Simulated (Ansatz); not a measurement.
## Convergence test, TiAl3

Level of theory: DFT PBEsol, scalar-relativistic, plane waves, PAW (Ansatz 0.2.0).

```yaml
crystal:
  lattice:
    - [2.81167, -0.01966, -0.01866]
    - [-0.03241, 4.64216, -0.01009]
    - [-0.03220, -0.01056, 4.93494]
  atoms:
    - { symbol: Ti, position: [0.97326, 0.48855, 0.17604] }
    - { symbol: Al, position: [0.50336, 0.52369, 0.67454] }
    - { symbol: Al, position: [0.47355, 0.04187, 0.30828] }
    - { symbol: Al, position: [0.00481, 0.99692, 0.84632] }
```

```
Γ-centred k-mesh               : 10×6×6
occupation rule                : Gaussian smearing, 0.1 eV
spin treatment                 : unpolarised
valence charge of the PAW sets : Ti 12, Al 3
```

The atoms are held and the plane-wave cutoff is swept. Energies are extrapolated to zero smearing and count from the reference run, 600 eV. The cell was strained and its atoms displaced at random, so that forces don't vanish. Pressure is positive in compression and holds a correction for the finite cutoff (Pulay stress).

Times are rough; the reference took 20 s on 1 thread of Intel(R) Xeon(R) Platinum 8488C (Sapphire Rapids), on a shared host, peak memory 0.58 GiB.

(1) Tried: 200, 250, 300, 350, 420, 600 eV. From which plane-wave cutoff on does the energy per atom stay within 100, 10 and 1 meV of the reference?

## Answers

(1) 300 for 100 meV, 350 for 10 meV, 420 for 1 meV. The reference itself isn't shown to be converged. At 350 eV, where the energy is within 10 meV, force components already agree to within 0.004 eV/Å, where the largest force is 1.960 eV/Å.

| cutoff (eV) | ΔE (meV/atom) | P (GPa) | largest change of a force component (eV/Å) | plane waves at Γ | wall time (s) |
| --- | --- | --- | --- | --- | --- |
| 200 | 1613 | 3.09 | 0.425 | 421 | 5.5 |
| 250 | 339 | 2.49 | 0.044 | 585 | 6.6 |
| 300 | 58.3 | 1.10 | 0.039 | 755 | 7.6 |
| 350 | 8.26 | 0.93 | 0.004 | 967 | 8.8 |
| 420 | 0.53 | 0.92 | 0.000 | 1261 | 13 |
| 600 | 0.00 | 0.92 | 0.000 | 2171 | 20 |

This form isn't the usual stable structure of the compound.

10 further runs of this set didn't finish or converge.